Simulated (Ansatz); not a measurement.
**Electric field gradients in SiO2**

The cell is a computed structure from the Materials Project (it need not be an observed phase), atoms as given.

Space group P6_322 (No. 182); a = 5.0691, c = 8.5585 Å, γ = 120.00°.

| site | Wyckoff | site symmetry | x | y | z |
| --- | --- | --- | --- | --- | --- |
| Si | 4f | 3.. | 0.6667 | 0.3333 | 0.9371 |
| O5 | 6g | .2. | 0.0000 | 0.4213 | 0.0000 |
| O10 | 2c | 3.2 | 0.6667 | 0.3333 | 0.7500 |

One atom of each set is listed.

Method: Kohn–Sham DFT in Ansatz, PBE, plane waves and PAW (field gradients read without the response of the frozen cores, which leaves them typically 4 to 6 % off), scalar-relativistic, 420 eV cutoff, Γ-centred 6×6×3 k-points, Fermi–Dirac smearing 0.02 eV.

C_Q = eQV_zz/h, which is 24.18 MHz for Q = 1 b and V_zz = 10²¹ V/m²; η = (V_xx − V_yy)/V_zz. ν_Q = 3|C_Q|/[2I(2I − 1)].

¹⁷O: I = 5/2, Q = -25.58 mb. Quadrupole moments are those of Pyykkö's year-2017 table.

(1) Which values are expected at the nuclei?

Answers

(1) 

```csv
site,atoms,first shell,C_Q (MHz),η,ν_Q (MHz)
O5,6,"2 Si at 1.61 Å, angle 151°",-6.14,0.12,0.921
O10,2,"2 Si at 1.60 Å, angle 180°",-6.53,0.00,0.979
```

An axis of threefold or higher order runs through O10, so V_zz lies along it and η is zero. At O5 V_zz runs parallel to the line that joins its two neighbours (within 1°).

Si has no stable isotope with a ground-state quadrupole moment in the table, so these sites are left out.

The largest force is 0.3 eV/Å, so the atoms aren't at the calculated equilibrium and relaxing them would move these values.
